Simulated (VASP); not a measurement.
As2Pt (Sperrylite), 12 atoms in the cell. Symmetry: Pa-3, No. 205, cubic system. Conventional cell: a = 6.016 Å, b = 6.016 Å, c = 6.016 Å, α = 90.00°, β = 90.00°, γ = 90.00°. Around As (site symmetry 3) lie 1 As at 2.42 Å and 3 Pt at 2.51 Å. Pt (site symmetry -3) has 6 As at 2.51 Å as nearest neighbours.  The cell isn't the ideal one: a relaxed cell with its volume scaled by 0.98.

- Program: VASP 6.6.1
- Task: relaxation of the atoms
- Functional: PBE
- Potentials or basis: VASP PAW PBE potentials, release 64 (As, Pt)
- Cutoff: 300 eV
- k mesh: 3 × 3 × 3
- Occupations: gaussian, width 0.03 eV
- Spin: no spin polarisation
- Further INCAR settings: ALGO = Normal; EDIFF = 1e-07; IBRION = 2; EDIFFG = -0.01; NSW = 40

Potentials or basis: VASP PAW PBE potentials, release 64 (As, Pt).

Run with:

```bash
$ cat potpaw_PBE.64/As/POTCAR potpaw_PBE.64/Pt/POTCAR > POTCAR
$ mpirun -np 4 vasp_std > vasp.out
```

Hardware: 4 MPI ranks on Intel(R) Xeon(R) Platinum 8488C (Sapphire Rapids) (shared host).

Estimate the wall time of this run.

Run time: 9.5 s on 4 MPI ranks on Intel(R) Xeon(R) Platinum 8488C (Sapphire Rapids) (shared host), peak memory 0.13 GiB a rank. Counts: scf iterations 21, k points 4, ion steps 2.
